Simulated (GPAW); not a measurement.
Input of a GPAW 26.7.0 run:

run.py

```python
import numpy as np
from ase.dft.bandgap import bandgap
from ase.io import read, write
from gpaw import GPAW, PW
from gpaw.response.df import DielectricFunction

atoms = read('BaTiO3.xyz')

calc = GPAW(mode=PW(650),
            xc='PBE',
            kpts={'size': (5, 5, 5), 'gamma': True},
            occupations={'name': 'fermi-dirac', 'width': 0.001},
            nbands=36,
            convergence={'density': 1e-06},
            maxiter=150,
            txt='gpaw.txt')
atoms.calc = calc
energy = atoms.get_potential_energy()
calc.write('gs.gpw')
write('result.traj', atoms)
print(f'Energy: {energy:.6f} eV')
print('Fermi level:', round(calc.get_fermi_level(), 4), 'eV')
print(f'Gap: {bandgap(calc)[0]:.4f} eV, direct: {bandgap(calc, direct=True)[0]:.4f} eV')

for size in [(5, 5, 5)]:
    name = 'x'.join(str(n) for n in size)
    dense = calc.fixed_density(kpts={'size': size, 'gamma': True},
                               nbands=66, convergence={'bands': 60, 'eigenstates': 1e-7},
                               update_fermi_level=True, txt=f'dense-{name}.txt')
    dense.write(f'{name}.gpw', mode='all')
    df = DielectricFunction(f'{name}.gpw', frequencies=np.array([0.0]), hilbert=False, eta=0.001,
                            ecut=80, nbands=60, intraband=False, txt=f'df-{name}.txt')
    for xc in ['RPA']:
        for direction in ['x', 'y', 'z', [0, 1, 1], [1, 0, 1], [1, 1, 0]]:
            e0, e = df.get_macroscopic_dielectric_constant(xc=xc, direction=direction)
            print(f'{name} {xc} {direction}: {e0:.4f} without, {e:.4f} with local fields')
```

BaTiO3.xyz

```xyz
5
Lattice="3.9998000000 0.0000000000 0.0000000000 0.0000000000 3.9998000000 0.0000000000 0.0000000000 0.0000000000 4.0180000000" Properties=species:S:1:pos:R:3 pbc="T T T"
Ba     0.0000000000      0.0000000000      0.0000000000
Ti     1.9999000000      1.9999000000      1.9688200000
O      0.0000000000      1.9999000000      2.0773060000
O      1.9999000000      0.0000000000      2.0773060000
O      1.9999000000      1.9999000000      0.0763420000
```

Potentials or basis: GPAW PAW data sets (gpaw-data 1.2.1), pw.

Command:

```sh
$ OMP_NUM_THREADS=1 python run.py
```

(1) Estimate the electronic dielectric tensor (diagonal).

(2) Estimate the band gap on the k mesh.

## Answers

(1) 5.97, 5.97, 5.65.

(2) 1.97 eV, indirect (least direct gap 2.09 eV).

Caveat: the long-wavelength limit can be off by several per cent where d states take part; spin-orbit coupling is left out, which moves the levels of the heavy elements; an odd mesh through Γ misses points on the zone boundary, where band edges often lie.
